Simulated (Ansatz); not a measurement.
Results of PBEsol (PAW; Ansatz, a quantum-chemistry and plane-wave program) for skutterudite CoSb3.

Numerical settings: plane-wave cutoff 520 eV, 6×6×6 k mesh, Fermi–Dirac smearing 0.01 eV, no spin polarisation, scalar-relativistic PAW data made under PBE.

Shape and atoms are relaxed at each volume.

Pressure at four volumes; x = ln(V/22.665 Å³). One pressure is withheld.

```
V (Å³/atom)        x  P (GPa)
-----------  -------  -------
21.759       -0.0408        ?
22.212       -0.0202     2.05
22.665        0.0000     0.00
23.572        0.0392    -3.46
```

**Question.** Pass a parabola P(x) through the three rows shown, estimate the bulk modulus and its pressure derivative near zero pressure, and predict the withheld pressure.

**Answer.** Slopes between the rows: (0.00 − (2.05))/(0.0000 − (-0.0202)) = -101.49 and (-3.46 − (0.00))/(0.0392 − (0.0000)) = -88.27 GPa. Their difference over the span 0.0594 is c = 13.22/0.0594 = 222.6 GPa, so P(x) = 2.05 + (-101.49)(x − (-0.0202)) + 222.6 (x − (-0.0202))(x − (0.0000)). At the middle row B = −dP/dx = −[-101.49 + 222.6 × 0.0202] = 97.0 GPa, and B′ = dB/dP = 2c/B = 4.6. At x = -0.0408 the parabola gives 4.33 GPa; the run gives 4.36 GPa. The Birch–Murnaghan fit to the energies at all volumes has B0 = 96.8 GPa and B′ = 4.8.

Measured, for comparison: bulk modulus 95 ± 5 GPa (room temperature, not corrected to a static lattice, our sources range from 85.0 to 95.0; as tabulated in Alexeev et al. (2016), arXiv:1601.07731). Computed (rounded) less measured: bulk modulus +2 % (+2 % to +14 % over the range). A static lattice is as a rule a little smaller and stiffer than an uncorrected measurement, which narrows the difference in the bulk modulus and would widen misses of the other sign.

Note: the bulk modulus comes from volumes at which shape and atoms were relaxed.

Spin–orbit coupling is not included.
